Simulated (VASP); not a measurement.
A run of VASP 6.6.1 is set up as follows.

File INCAR:

```
SYSTEM = Al2Cu
ALGO = Normal ; EDIFF = 1E-6
EDIFFG = -0.01 ; ENCUT = 600
IBRION = 2 ; ISIF = 3
ISMEAR = 1 ; KPAR = 2
LASPH = .TRUE. ; LCHARG = .FALSE.
LMIXTAU = .TRUE. ; LREAL = .FALSE.
LWAVE = .FALSE. ; METAGGA = R2SCAN
NELM = 80 ; NSW = 90
PREC = Accurate ; SIGMA = 0.1
```

KPOINTS

```
k-points
0
G
  10 10 10
  0 0 0
```

Contents of POSCAR:

```
Al2Cu
1.0
   -3.0335000000      3.0335000000      2.4385000000
    3.0335000000     -3.0335000000      2.4385000000
    3.0335000000      3.0335000000     -2.4385000000
Al Cu
4 2
Direct
    0.6581000000      0.1581000000      0.8162000000
    0.1581000000      0.3419000000      0.5000000000
    0.3419000000      0.8419000000      0.1838000000
    0.8419000000      0.6581000000      0.5000000000
    0.2500000000      0.2500000000      0.0000000000
    0.7500000000      0.7500000000      0.0000000000
```

Potentials or basis: VASP PAW PBE potentials, release 64 (Al, Cu).

The run is started by

```console
$ cat potpaw_PBE.64/Al/POTCAR potpaw_PBE.64/Cu/POTCAR > POTCAR
$ mpirun -np 2 vasp_std > vasp.out
```

Task: What does it give for the relaxed volume?

Result: 14.37 Å³/atom.

Task: Estimate the space group after relaxing (to 0.05 Å).

Result: I4/mcm (No. 140).

Task: Predict the band gap on the k mesh.

Result: None (metal or under the smearing width).

Final structure:
```
CELL_PARAMETERS angstrom
-2.99218 2.99218 2.40821
2.99218 -2.99218 2.40821
2.99218 2.99218 -2.40821
ATOMIC_POSITIONS crystal
Al 0.65946 0.15946 0.81892
Al 0.15946 0.34054 0.50000
Al 0.34054 0.84054 0.18108
Al 0.84054 0.65946 0.50000
Cu 0.25000 0.25000 0.00000
Cu 0.75000 0.75000 0.00000
```

Caveat: the PAW data sets were made with another functional, which shifts forces and pressure a little.
